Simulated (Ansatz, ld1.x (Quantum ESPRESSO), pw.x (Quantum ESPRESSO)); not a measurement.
pw.x on fcc Ti: one setting changed

Potential: PAW, ld1.x (Quantum ESPRESSO) 7.5, PBE; core [Ne], reference 3s2 3p6 3d2 4s1 4p1; waves: 3s (bound): rcut 1.35, rcutus 1.45 bohr; 4s (bound): rcut 1.35, rcutus 1.45 bohr; 3p (bound): rcut 2.10, rcutus 2.40 bohr; 4p (bound): rcut 2.10, rcutus 2.40 bohr; 3d (bound): rcut 1.25, rcutus 1.35 bohr; 3d channel at 1.8 Ry: rcut 1.25, rcutus 1.35 bohr; local part: all-electron potential smoothed inside 2.15 bohr (lloc = -1); core correction: Bessel-smoothed model core, default radius (core density twice the valence density); augmentation: PSQ, inside the norm-conserving radii.

The reference run (k-mesh 14³, cutoffs 100/800 Ry, Fermi–Dirac 0.01 Ry, mixing_beta 0.4, conv_thr 1e-9, no spin) gives 0.79 GPa at 17.482 Å³/atom, where all-electron LAPW gives -0.10 GPa. This run, with its own iteration cap, changes mixing_ndim to 2.

```
&control
  calculation='scf', prefix='x', pseudo_dir='./', outdir='./tmp', tstress=.true., disk_io='none'
/
&system
  ibrav=0, nat=1, ntyp=1, ecutwfc=100, ecutrho=800, nbnd=14,
  occupations='smearing', smearing='fd', degauss=0.01
/
&electrons
  conv_thr=1e-09, mixing_beta=0.4, electron_maxstep=70, mixing_ndim=2
/
ATOMIC_SPECIES
Ti 1.0 Ti.UPF
CELL_PARAMETERS angstrom
  0.00000000 2.05993590 2.05993590
  2.05993590 0.00000000 2.05993590
  2.05993590 2.05993590 0.00000000
ATOMIC_POSITIONS crystal
Ti 0.0000 0.0000 0.0000
K_POINTS automatic
14 14 14 0 0 0
```

```bash
pw.x < Ti.scf.in > Ti.scf.out
```

Task: How does the run end?

Result: It converges in 8 iterations; the free energy moves by +0.0 meV/atom and the pressure by +0.00 GPa. The result is that of the reference run.

```
Message from routine setup:
     using ibrav=0 with symmetry is DISCOURAGED, use correct ibrav instead
     lattice parameter (alat)  =       5.5051  a.u.
     unit-cell volume          =     117.9744 (a.u.)^3
     number of electrons       =        12.00
     number of Kohn-Sham states=           14
     kinetic-energy cutoff     =     100.0000  Ry
     charge density cutoff     =     800.0000  Ry
     scf convergence threshold =      1.0E-09
     Exchange-correlation= SLA  PW   PBX  PBC
     number of k points=   104  Fermi-Dirac smearing, width (Ry)=  0.0100
     iteration #  1     ecut=   100.00 Ry     beta= 0.40
     total energy              =    -183.68231889 Ry
     estimated scf accuracy    <       0.07945215 Ry
     iteration #  2     ecut=   100.00 Ry     beta= 0.40
     total energy              =    -183.69671781 Ry
     estimated scf accuracy    <       0.00110033 Ry
     iteration #  3     ecut=   100.00 Ry     beta= 0.40
     total energy              =    -183.69701705 Ry
     estimated scf accuracy    <       0.00039722 Ry
     [... 2 iterations left out ...]
     iteration #  6     ecut=   100.00 Ry     beta= 0.40
     total energy              =    -183.69702582 Ry
     estimated scf accuracy    <       0.00000002 Ry
     iteration #  7     ecut=   100.00 Ry     beta= 0.40
     total energy              =    -183.69702583 Ry
     estimated scf accuracy    <          3.2E-09 Ry
     iteration #  8     ecut=   100.00 Ry     beta= 0.40
     the Fermi energy is    13.0272 ev
!    total energy              =    -183.69702583 Ry
     estimated scf accuracy    <          5.9E-10 Ry
     smearing contrib. (-TS)   =      -0.00768220 Ry
     convergence has been achieved in   8 iterations
          total   stress  (Ry/bohr**3)                   (kbar)     P=        7.95
     Message from routine punch:
     Nothing written, as per user request (disk_io='none')
```

The run took about 34 s on one core of a shared host (Neoverse-V2, 96 threads, 742 GiB, load 29).
